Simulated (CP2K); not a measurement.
# C4H6 (cyclobutene): levels of theory compared

We compute a comparison of 4 runs (B3LYP/def2-SVP, PBE0/def2-SVP, r2SCAN/def2-SVP, wB97X/def2-SVP) of C4H6 (cyclobutene). 

Program for the calculation: CP2K 2026.2.

**1. The structure to begin with**

C4H6 has 10 atoms, charge 0, and is taken as a singlet. As SMILES, `C1=CCC1`. The coordinates come from a PBE0-D4/def2-TZVP relaxation.

Bond lengths: C1–C2 1.334 Å, C2–C3 1.508 Å, C1–C4 1.508 Å, C3–C4 1.558 Å, C1–H5 1.084 Å, C2–H6 1.084 Å, C3–H7 1.093 Å, C3–H8 1.094 Å, C4–H9 1.093 Å, C4–H10 1.094 Å. Some angles: C1–C2–C3 94.3°, C2–C1–C4 94.3°, C2–C3–C4 85.7°, C1–C4–C3 85.7°, C1–C2–H6 133.5°, C3–C2–H6 132.2°, C2–C1–H5 133.5°, C4–C1–H5 132.2°, C2–C3–H7 115.8°, C2–C3–H8 115.8°.

**2. A single-point energy at B3LYP/def2-SVP (run 1)**

Contents of calc.inp:

```
&GLOBAL
  PROJECT calc
  RUN_TYPE ENERGY
  PRINT_LEVEL MEDIUM
&END GLOBAL

&FORCE_EVAL
  METHOD QS
  &DFT
    BASIS_SET_FILE_NAME ./def2_svp.basis
    POTENTIAL_FILE_NAME POTENTIAL
    # Quickstep
    &QS
      METHOD GAPW
      EPS_DEFAULT 1.0E-10
    &END QS
    &MGRID
      CUTOFF 280
      REL_CUTOFF 50
      NGRIDS 4
    &END MGRID
    # cluster boundary conditions
    &POISSON
      PERIODIC NONE
      POISSON_SOLVER MULTIPOLE
    &END POISSON
    &SCF
      SCF_GUESS ATOMIC
      EPS_SCF 1.0E-07
      MAX_SCF 80
      ADDED_MOS 3
      &DIAGONALIZATION
        ALGORITHM STANDARD
      &END DIAGONALIZATION
      &MIXING
        METHOD DIRECT_P_MIXING
        ALPHA 0.4
      &END MIXING
    &END SCF
    # functional
    &XC
      &XC_FUNCTIONAL
        &HYB_GGA_XC_B3LYP
        &END HYB_GGA_XC_B3LYP
      &END XC_FUNCTIONAL
      &HF
        FRACTION 0.2
        &SCREENING
          EPS_SCHWARZ 1.0E-10
        &END SCREENING
        &MEMORY
          MAX_MEMORY 1050
        &END MEMORY
      &END HF
    &END XC
    # extra output
    &PRINT
      &MOMENTS
        PERIODIC F
        REFERENCE COM
        MAX_MOMENT 1
      &END MOMENTS
      &MO ON
        ENERGIES T
        OCCUPATION_NUMBERS T
        NDIGITS 6
        &EACH
          QS_SCF 0
        &END EACH
        ADD_LAST NUMERIC
      &END MO
      &LOWDIN ON
      &END LOWDIN
      &HIRSHFELD OFF
      &END HIRSHFELD
    &END PRINT
  &END DFT
  &SUBSYS
    &CELL
      ABC 10.9 10.8 9.7
      PERIODIC NONE
    &END CELL
    &COORD
      C     -0.330000     1.010500    -0.386400
      C     -1.095000     0.121800     0.249600
      C      0.015700    -0.884200     0.415100
      C      0.909300     0.154000    -0.327900
      H     -0.516400     1.994800    -0.800900
      H     -2.137500     0.111500     0.547000
      H     -0.118800    -1.833400    -0.110700
      H      0.317500    -1.095900     1.444600
      H      1.737300     0.553600     0.264000
      H      1.301000    -0.184000    -1.291300
    &END COORD
    &TOPOLOGY
      &CENTER_COORDINATES
      &END CENTER_COORDINATES
    &END TOPOLOGY
    &KIND C
      BASIS_SET def2-SVP
      POTENTIAL ALL
      LEBEDEV_GRID 194
      RADIAL_GRID 100
    &END KIND
    &KIND H
      BASIS_SET def2-SVP
      POTENTIAL ALL
      LEBEDEV_GRID 194
      RADIAL_GRID 100
    &END KIND
  &END SUBSYS
&END FORCE_EVAL
```

Run with:

```bash
$ OMP_NUM_THREADS=1 cp2k.psmp -i calc.inp > calc.out 2>&1
```

Log:

```text
CP2K| version string:                                       CP2K version 2026.2
[...]
 GLOBAL| Method name                                                        CP2K
[...]
 GLOBAL| Run type                                                         ENERGY
[...]
 DFT| Spin restricted Kohn-Sham (RKS) calculation                            RKS
 DFT| Multiplicity                                                             1
[...]
 DFT| Charge                                                                   0
[...]
 FUNCTIONAL| HYB_GGA_XC_B3LYP:
[...]
 QS| Method:                                                                GAPW
[...]
 QS| Density cutoff [a.u.]:                                                140.0
[...]
 QS| Relative density cutoff [a.u.]:                                        25.0
[...]
                             - Atoms:                                         10
[...]
                             - Spherical basis functions:                     86
[...]
 Number of electrons:                                                         30
[...]
     1 P_Mix/Diag. 0.40E+00    2.8     0.59116246      -156.7981185455 -1.57E+02
[...]
    14 DIIS/Diag.  0.39E-07    1.4     0.00000003      -155.8605111967 -3.13E-13
  *** SCF run converged in    14 steps ***
[...]
  Overlap energy of the core charge distribution:               0.00001007429493
  Self energy of the core charge distribution:               -124.91383022942121
  Core Hamiltonian energy:                                    -26.09566991495165
  Hartree energy:                                              50.94259072686901
  Exchange-correlation energy:                                 -8.37305187323428
  Hartree-Fock Exchange energy:                                -4.56404332197547
[...]
                     Mulliken Population Analysis
 #  Atom  Element  Kind  Atomic population                           Net charge
       1     C        1          6.079122                             -0.079122
       2     C        1          6.079035                             -0.079035
       3     C        1          5.927933                              0.072067
       4     C        1          5.927923                              0.072077
       5     H        2          1.017061                             -0.017061
       6     H        2          1.017017                             -0.017017
       7     H        2          0.988049                              0.011951
       8     H        2          0.987829                              0.012171
       9     H        2          0.988075                              0.011925
      10     H        2          0.987955                              0.012045
 # Total charge                             30.000000                  0.000000
[...]
  Dipole moment [Debye]
    X=  0.1183811E+00 Y= -0.9530287E-01 Z=  0.1242892E-01  Total=      0.1524834
 ENERGY| Total FORCE_EVAL ( QS ) energy [hartree]           -155.860511196704834
[...]
```

Run time: 22 s. Hardware: 1 thread of Arm Neoverse V2, shared host; peak memory 0.7 GiB.

**3. The energy at PBE0/def2-SVP (run 2)**

Contents of molecule.xyz:

```xyz
10

C     -0.330000     1.010500    -0.386400
C     -1.095000     0.121800     0.249600
C      0.015700    -0.884200     0.415100
C      0.909300     0.154000    -0.327900
H     -0.516400     1.994800    -0.800900
H     -2.137500     0.111500     0.547000
H     -0.118800    -1.833400    -0.110700
H      0.317500    -1.095900     1.444600
H      1.737300     0.553600     0.264000
H      1.301000    -0.184000    -1.291300
```

Contents of calc.inp:

```
&GLOBAL
  PROJECT calc
  RUN_TYPE ENERGY
  PRINT_LEVEL MEDIUM
&END GLOBAL

&FORCE_EVAL
  METHOD Quickstep
  &DFT
    BASIS_SET_FILE_NAME ./def2_svp.basis
    POTENTIAL_FILE_NAME POTENTIAL
    &QS
      METHOD GAPW
      EPS_DEFAULT 1.0E-10
    &END QS
    &MGRID
      CUTOFF 280
      REL_CUTOFF 50
      NGRIDS 4
    &END MGRID
    &POISSON
      PERIODIC NONE
      POISSON_SOLVER MULTIPOLE
    &END POISSON
    &SCF
      SCF_GUESS ATOMIC
      EPS_SCF 1.0E-06
      MAX_SCF 40
      &OT
        MINIMIZER CG
        PRECONDITIONER FULL_ALL
      &END OT
      &OUTER_SCF
        EPS_SCF 1.0E-06
        MAX_SCF 10
      &END OUTER_SCF
    &END SCF
    &XC
      &XC_FUNCTIONAL
        &HYB_GGA_XC_PBEH
        &END HYB_GGA_XC_PBEH
      &END XC_FUNCTIONAL
      &HF
        FRACTION 0.25
        &SCREENING
          EPS_SCHWARZ 1.0E-10
        &END SCREENING
        &MEMORY
          MAX_MEMORY 1050
        &END MEMORY
      &END HF
    &END XC
    &PRINT
      &MOMENTS
        PERIODIC F
        REFERENCE COM
        MAX_MOMENT 1
      &END MOMENTS
      &MO_CUBES
        NLUMO 3
        NHOMO -1
        WRITE_CUBE F
      &END MO_CUBES
      &LOWDIN ON
      &END LOWDIN
      &HIRSHFELD OFF
      &END HIRSHFELD
      &MO_MOLDEN ON
        NDIGITS 8
        NLUMO 3
      &END MO_MOLDEN
    &END PRINT
  &END DFT
  &SUBSYS
    &CELL
      ABC 10.9 10.8 9.7
      PERIODIC NONE
    &END CELL
    &TOPOLOGY
      COORD_FILE_NAME molecule.xyz
      COORD_FILE_FORMAT XYZ
      &CENTER_COORDINATES
      &END CENTER_COORDINATES
    &END TOPOLOGY
    &KIND C
      BASIS_SET def2-SVP
      POTENTIAL ALL
      LEBEDEV_GRID 194
      RADIAL_GRID 100
    &END KIND
    &KIND H
      BASIS_SET def2-SVP
      POTENTIAL ALL
      LEBEDEV_GRID 194
      RADIAL_GRID 100
    &END KIND
  &END SUBSYS
&END FORCE_EVAL
```

Run with:

```bash
$ OMP_NUM_THREADS=1 cp2k.psmp -i calc.inp -o calc.out
```

Log, cut to the lines that bear on the results:

```text
CP2K| version string:                                       CP2K version 2026.2
[...]
 GLOBAL| Method name                                                        CP2K
[...]
 GLOBAL| Run type                                                         ENERGY
[...]
 DFT| Spin restricted Kohn-Sham (RKS) calculation                            RKS
 DFT| Multiplicity                                                             1
[...]
 DFT| Charge                                                                   0
[...]
 FUNCTIONAL| HYB_GGA_XC_PBEH:
[...]
 QS| Method:                                                                GAPW
[...]
 QS| Density cutoff [a.u.]:                                                140.0
[...]
 QS| Relative density cutoff [a.u.]:                                        25.0
[...]
                             - Atoms:                                         10
[...]
                             - Spherical basis functions:                     86
[...]
 Number of electrons:                                                         30
[...]
     1 OT CG       0.15E+00    2.7     0.39249197      -142.7091377073 -1.43E+02
[...]
     2 OT CG       0.25E+00    1.3     0.00000064      -155.6695295668 -1.70E-09
  *** SCF run converged in     2 steps ***
[...]
  Overlap energy of the core charge distribution:               0.00001007429493
  Self energy of the core charge distribution:               -124.91383022942121
  Core Hamiltonian energy:                                    -26.17610935528000
  Hartree energy:                                              51.03026722605159
  Exchange-correlation energy:                                 -7.86969324657122
  Hartree-Fock Exchange energy:                                -5.70300077025958
[...]
 WARNING : did not converge in ot_eigensolver
 number of iterations          299  exceeded maximum
 current gradient / target gradient   1.2599825289545094E-004  /    1.0000000000000001E-005
[...]
                     Mulliken Population Analysis
 #  Atom  Element  Kind  Atomic population                           Net charge
[...]
  Dipole moment [Debye]
    X=  0.1348306E+00 Y= -0.1084036E+00 Z=  0.1401508E-01  Total=      0.1735715
[...]
 HOMO - LUMO gap [eV] :    7.798721
 ENERGY| Total FORCE_EVAL ( QS ) energy [hartree]           -155.669529566826299
[...]
```

Run time: 92 s. Hardware: 1 thread of Arm Neoverse V2, shared host; peak memory 0.71 GiB.

Run 3 isn't shown in full; the table further down has it.

**4. The energy at wB97X/def2-SVP (run 4)**

molecule.xyz is that of step 3.

Contents of gas.inp:

```
&global
  project_name gas
  run_type ENERGY
  print_level MEDIUM
&end global
&force_eval
  method QS
  &dft
    basis_set_file_name ./def2_svp.basis
    potential_file_name POTENTIAL
    &qs
      method GAPW
      eps_default 1.0E-10
    &end qs
    &mgrid
      cutoff 280
      rel_cutoff 50
      ngrids 4
    &end mgrid
    &poisson
      periodic NONE
      poisson_solver MULTIPOLE
    &end poisson
    &scf
      scf_guess ATOMIC
      eps_scf 1.0E-07
      max_scf 150
      added_mos 10
      &diagonalization
        algorithm STANDARD
      &end diagonalization
      &mixing
        method DIRECT_P_MIXING
        alpha 0.4
      &end mixing
    &end scf
    &xc
      &xc_functional
        &hyb_gga_xc_wb97x
        &end hyb_gga_xc_wb97x
      &end xc_functional
      &hf
        fraction 1.0
        &screening
          eps_schwarz 1.0E-10
        &end screening
        &interaction_potential
          potential_type MIX_CL
          scale_coulomb 0.157706
          scale_longrange 0.842294
          omega 0.3
        &end interaction_potential
        &memory
          max_memory 1050
        &end memory
      &end hf
    &end xc
    &print
      &moments
        periodic F
        reference COM
        max_moment 1
      &end moments
      &mo ON
        energies T
        occupation_numbers T
        ndigits 6
        &each
          qs_scf 0
        &end each
        add_last NUMERIC
      &end mo
      &lowdin ON
      &end lowdin
      &hirshfeld OFF
      &end hirshfeld
    &end print
  &end dft
  &subsys
    &cell
      abc 10.9 10.8 9.7
      periodic NONE
    &end cell
    &topology
      coord_file_name molecule.xyz
      coord_file_format XYZ
      &center_coordinates
      &end center_coordinates
    &end topology
    &kind C
      basis_set def2-SVP
      potential ALL
      lebedev_grid 194
      radial_grid 100
    &end kind
    &kind H
      basis_set def2-SVP
      potential ALL
      lebedev_grid 194
      radial_grid 100
    &end kind
  &end subsys
&end force_eval
```

Run with:

```bash
$ OMP_NUM_THREADS=1 cp2k.psmp gas.inp > gas.out
```

Log, cut to the lines that bear on the results:

```text
CP2K| version string:                                       CP2K version 2026.2
[...]
 GLOBAL| Method name                                                        CP2K
[...]
 GLOBAL| Run type                                                         ENERGY
[...]
 DFT| Spin restricted Kohn-Sham (RKS) calculation                            RKS
 DFT| Multiplicity                                                             1
[...]
 DFT| Charge                                                                   0
[...]
 FUNCTIONAL| HYB_GGA_XC_WB97X:
[...]
 QS| Method:                                                                GAPW
[...]
 QS| Density cutoff [a.u.]:                                                140.0
[...]
 QS| Relative density cutoff [a.u.]:                                        25.0
[...]
                             - Atoms:                                         10
[...]
                             - Spherical basis functions:                     86
[...]
 Number of electrons:                                                         30
[...]
     1 P_Mix/Diag. 0.40E+00    2.5     0.53437340      -157.2728437158 -1.57E+02
[...]
    14 DIIS/Diag.  0.53E-07    1.0     0.00000004      -155.8177765268  8.53E-14
  *** SCF run converged in    14 steps ***
[...]
  Overlap energy of the core charge distribution:               0.00001007429493
  Self energy of the core charge distribution:               -124.91383022942121
  Core Hamiltonian energy:                                    -26.17916236938008
  Hartree energy:                                              51.03326283794532
  Exchange-correlation energy:                                 -5.75040537593323
  Hartree-Fock Exchange energy:                                -7.52857320901865
[...]
                     Mulliken Population Analysis
 #  Atom  Element  Kind  Atomic population                           Net charge
       1     C        1          6.097665                             -0.097665
       2     C        1          6.097527                             -0.097527
       3     C        1          5.985802                              0.014198
       4     C        1          5.985783                              0.014217
[...]
  Dipole moment [Debye]
    X=  0.1185071E+00 Y= -0.9556577E-01 Z=  0.1231949E-01  Total=      0.1527367
 ENERGY| Total FORCE_EVAL ( QS ) energy [hartree]           -155.817776526824929
[...]
```

Wall time 17 s (1 thread of Arm Neoverse V2, shared host); peak memory 0.7 GiB.

**5. All runs side by side**

| run | level | SCF convergence threshold | iteration cap | energy (Eh) | dipole moment (D) | HOMO energy (eV) | LUMO energy (eV) | wall time |
| --- | --- | --- | --- | --- | --- | --- | --- | --- |
| 1 | B3LYP/def2-SVP | 1e-07 | 80 | -155.860511 | 0.15 | -6.87 | 0.47 | 22 s |
| 2 | PBE0/def2-SVP | 1e-06 | 40 | -155.669530 | 0.17 | -7.14 | 0.66 | 92 s |
| 3 | r2SCAN/def2-SVP | 1e-07 | 100 | -155.754775 | 0.22 | -6.20 | -0.21 | 22 s |
| 4 | wB97X/def2-SVP | 1e-07 | 150 | -155.817777 | 0.15 | -9.50 | 2.96 | 17 s |

**6. Results**

```
            quantity          value
 run 4: total energy  -155.81778 Eh
run 4: dipole moment         0.15 D
  run 4: HOMO energy       -9.50 eV
  run 4: LUMO energy        2.96 eV
run 4: HOMO–LUMO gap       12.46 eV
```

**Reading.** The dipole moment (its size) runs from 0.15 D (B3LYP/def2-SVP) to 0.22 D (r2SCAN/def2-SVP). The HOMO–LUMO gap runs from 5.99 eV (r2SCAN/def2-SVP) to 12.46 eV (wB97X/def2-SVP). Totals of different functionals can't be ranked against each other. All runs together took 2.5 min, the longest 92 s.
